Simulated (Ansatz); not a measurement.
Theory: DFT PBE, scalar-relativistic, plane waves, PAW in Ansatz. All cells share a 420 eV cutoff and Γ-centred k meshes spaced at most about 0.3 Å⁻¹ (about 0.25 or finer for metals, 2π included). No spin polarisation.

These are static total energies at zero pressure.

Compare these two cells of AlP5, each relaxed at this level.

A.

```
CELL_PARAMETERS angstrom
7.00059 0.00000 0.00000
0.00000 7.00059 0.00000
0.00000 0.00000 2.35977
ATOMIC_POSITIONS crystal
Al 0.50000 0.50000 0.00000
P 0.76021 0.76021 0.00000
P 0.23979 0.23979 0.00000
P 0.23979 0.76021 0.00000
P 0.76021 0.23979 0.00000
P 0.00000 0.00000 0.00000
```

B.

```
CELL_PARAMETERS angstrom
3.31831 0.00000 0.00000
-1.65915 2.87374 0.00000
0.00000 0.00000 9.78147
ATOMIC_POSITIONS crystal
Al 0.00000 0.00000 0.00000
P 0.33333 0.66667 0.82785
P 0.00000 0.00000 0.66757
P 0.33333 0.66667 0.50000
P 0.00000 0.00000 0.33243
P 0.33333 0.66667 0.17215
```

Problem. Which is lower in energy, and by how much?

Solution. B is lower, by 204 meV/atom. A has space group P4/mmm (No. 123), 19.3 Å³/atom and no gap on its mesh; B has space group P-6m2 (No. 187), 15.5 Å³/atom and no gap. Counting P atoms around Al (those within 1.25 times the shortest such distance or 1.15 times the sum of covalent radii), A has Al 4 and B has Al 6. A holds P–P chains (shortest 2.36 Å); in B the shortest P–P distance is 2.48 Å, near bonding range too. The denser one is the lower, and pressure would at first widen the difference. Even the lower one lies +0.24 eV/atom against the reference forms of the elements (uncorrected), so neither is stable at this level. In A, Al is surrounded by 2 Al at 2.36 Å and 4 P at 2.58 Å; P on a site of symmetry m2m is surrounded by 3 P at 2.36–2.37 Å and 1 Al at 2.58 Å; around P on a site of symmetry 4/mmm lie 6 P at 2.36–2.37 Å. In B, Al has 6 P at 2.55 Å; P on a site of symmetry 3m has 3 P at 2.48 Å and 3 Al at 2.55 Å; P on a second site of symmetry 3m is surrounded by 6 P at 2.48–2.52 Å; 1 more site not described. Both come from invented guesses.

Cells relaxed within their symmetry can be saddle points.
